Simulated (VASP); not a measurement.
## A VASP 6.6.1 single-point calculation on BN

INCAR

```
LASPH = .TRUE.
ISIF = 2
ENCUT = 350
NSW = 0
ISMEAR = -1
PREC = Accurate
LWAVE = .FALSE.
GGA = PE
NELM = 120
IBRION = -1
LCHARG = .FALSE.
NBANDS = 11
LREAL = .FALSE.
EDIFF = 1E-7
SIGMA = 0.05
```

KPOINTS

```
KPOINTS created by Atomic Simulation Environment
0
Gamma
12 12 12
0 0 0
```

POSCAR

```
B  N
 1.0000000000000000
     0.0139804944000000    1.8007577048000001    1.8007577048000001
     1.8007577048000001    0.0139804944000000    1.8007577048000001
     1.8007577048000001    1.8007577048000001    0.0139804944000000
 B   N
   1   1
Cartesian
  0.0001900886880267  0.0001900886880267  0.0001900886880267
  0.9036838873119736  0.9036838873119736  0.9036838873119736
```

The recommended PBE PAW datasets give the neutral cell 8 valence electrons.

Command

```
mpirun -np 1 vasp_std
```

OSZICAR

```
N       E                     dE             d eps       ncg     rms          rms(c)
DAV:   1     0.485652281478E+00    0.48565E+00   -0.40204E+03  4490   0.533E+02
DAV:   2    -0.181228402683E+02   -0.18608E+02   -0.18153E+02  4964   0.120E+02
DAV:   3    -0.183609908961E+02   -0.23815E+00   -0.23793E+00  4862   0.113E+01
DAV:   4    -0.183611693712E+02   -0.17848E-03   -0.17847E-03  4452   0.380E-01
DAV:   5    -0.183611695138E+02   -0.14261E-06   -0.14257E-06  4737   0.953E-03    0.677E+00
DAV:   6    -0.175012838233E+02    0.85989E+00   -0.26591E+00  4161   0.908E+00    0.354E+00
DAV:   7    -0.174191971755E+02    0.82087E-01   -0.96387E-02  4785   0.243E+00    0.206E+00
DAV:   8    -0.174039610123E+02    0.15236E-01   -0.35475E-02  4619   0.135E+00    0.197E-01
DAV:   9    -0.174040915314E+02   -0.13052E-03   -0.78253E-04  4416   0.215E-01    0.874E-02
DAV:  10    -0.174041747996E+02   -0.83268E-04   -0.10189E-04  4556   0.817E-02    0.148E-02
DAV:  11    -0.174041801456E+02   -0.53459E-05   -0.83263E-06  4686   0.229E-02    0.102E-02
DAV:  12    -0.174041801871E+02   -0.41568E-07   -0.13380E-06  4581   0.689E-03    0.747E-04
DAV:  13    -0.174041801820E+02    0.51299E-08   -0.18834E-08  2193   0.122E-03
   1 F= -.17404180E+02 E0= -.17404180E+02  d E =-.262855E-11
```

Standard output (part)

```
POSCAR found type information on POSCAR B N
 POSCAR found :  2 types and       2 ions
 LDA part: xc-table for (Slater+PW92), standard interpolation
 POSCAR, INCAR and KPOINTS ok, starting setup
 WAVECAR not read
 entering main loop
```

From OUTCAR

```
k-points           NKPTS =    189   k-points in BZ     NKDIM =    189   number of bands    NBANDS=     11

   NELECT =       8.0000    total number of electrons

   dimension x,y,z NGX =    16 NGY =   16 NGZ =   16
   dimension x,y,z NGXF=    32 NGYF=   32 NGZF=   32

  energy-cutoff  :      350.00
  volume of cell :       11.54
      direct lattice vectors                 reciprocal lattice vectors
     0.013980494  1.800757705  1.800757705    -0.280915500  0.278751365  0.278751365
     1.800757705  0.013980494  1.800757705     0.278751365 -0.280915500  0.278751365
     1.800757705  1.800757705  0.013980494     0.278751365  0.278751365 -0.280915500

 k-points in reciprocal lattice and weights: KPOINTS created by Atomic Simulation Env
   0.00000000  0.00000000  0.00000000       0.001
   0.08333333 -0.00000000 -0.00000000       0.003
   0.16666667  0.00000000  0.00000000       0.003
   0.25000000 -0.00000000 -0.00000000       0.003
   0.33333333  0.00000000 -0.00000000       0.003
   0.41666667  0.00000000 -0.00000000       0.003
   0.50000000 -0.00000000 -0.00000000       0.002
   0.08333333  0.08333333 -0.00000000       0.003
   ...

 E-fermi :   8.7827

 k-point     1 :       0.0000    0.0000    0.0000
  band No.  band energies     occupation
      1     -12.8238      2.00000
      2       7.6712      2.00000
      3       7.7279      2.00000
      4       7.7279      2.00000
      5      16.3900      0.00000
      6      16.7381      0.00000
      7      16.7381      0.00000
      8      18.4175      0.00000
      9      32.8856      0.00000
     10      35.7469      0.00000
     11      35.7469      0.00000

 k-point     2 :       0.0833   -0.0000   -0.0000
  band No.  band energies     occupation
      1     -12.6509      2.00000
      2       6.8021      2.00000
      3       7.4919      2.00000
      4       7.5378      2.00000
      5      16.6395      0.00000
      6      16.9695      0.00000
      7      17.0230      0.00000
      8      19.0051      0.00000
      9      32.6124      0.00000
     10      33.4071      0.00000
     11      33.5448      0.00000

 k-point     3 :       0.1667    0.0000    0.0000
  band No.  band energies     occupation
      1     -12.1385      2.00000
      2       4.6705      2.00000
      3       7.0379      2.00000
      4       7.0730      2.00000
      5      17.0989      0.00000
      6      17.4940      0.00000
      7      17.6789      0.00000
      8      20.3493      0.00000
      9      31.7208      0.00000
     10      31.9900      0.00000
     11      32.0235      0.00000

 k-point     4 :       0.2500   -0.0000   -0.0000
  band No.  band energies     occupation
      1     -11.3089      2.00000
      2       2.1641      2.00000
      3       6.5250      2.00000
      4       6.5447      2.00000
      5      17.4658      0.00000
      6      18.0884      0.00000
      7      18.2951      0.00000
      8      21.6940      0.00000
      9      31.2405      0.00000
     10      31.4948      0.00000
     11      31.6321      0.00000

 k-point     5 :       0.3333    0.0000   -0.0000
  band No.  band energies     occupation
      1     -10.2244      2.00000
      2      -0.2904      2.00000
      3       6.0891      2.00000
      4       6.0935      2.00000
      5      17.7560      0.00000
      6      18.4074      0.00000
      7      18.6013      0.00000
      8      22.5920      0.00000
      9      31.1972      0.00000
     10      32.1630      0.00000
     11      32.5257      0.00000

 ...

  Total       -0.3523438     -0.3523438     -0.3523438     -0.2720221     -0.2720221     -0.2720221
  in kB      -48.9067172    -48.9067172    -48.9067172    -37.7577506    -37.7577506    -37.7577506
  external PRESSURE =     -48.9067172 kB  Pullay stress =       0.0000000 kB

 POSITION                                       TOTAL-FORCE (eV/Angst)
 -----------------------------------------------------------------------------------
      0.00019      0.00019      0.00019         0.011980      0.011980      0.011980
      0.90368      0.90368      0.90368        -0.011980     -0.011980     -0.011980
 -----------------------------------------------------------------------------------
    total drift:                               -0.000010     -0.000010     -0.000010

  FREE ENERGIE OF THE ION-ELECTRON SYSTEM (eV)
  ---------------------------------------------------
  free  energy   TOTEN  =       -17.4041801820 eV

  energy  without entropy=      -17.4041801820  energy(sigma->0) =      -17.40418018
```

It converged. Results: gap between bands v and c on the k mesh 4.44 eV; least direct gap on the k mesh 8.66 eV; pressure -4.9 GPa; largest force 0.02 eV/Å. Band v is the last that the valence electrons fill when counted band by band, and c is the next.

These settings aren't sound, so the numbers aren't properties of the crystal.

On sound settings PBE gives a gap of 4.46 eV on its mesh and a pressure of 12.6 GPa for the intended cell.

The run took about 5.8 s on one core of a shared host (Intel Xeon Platinum 8488C) and held 0.12 GiB at most.
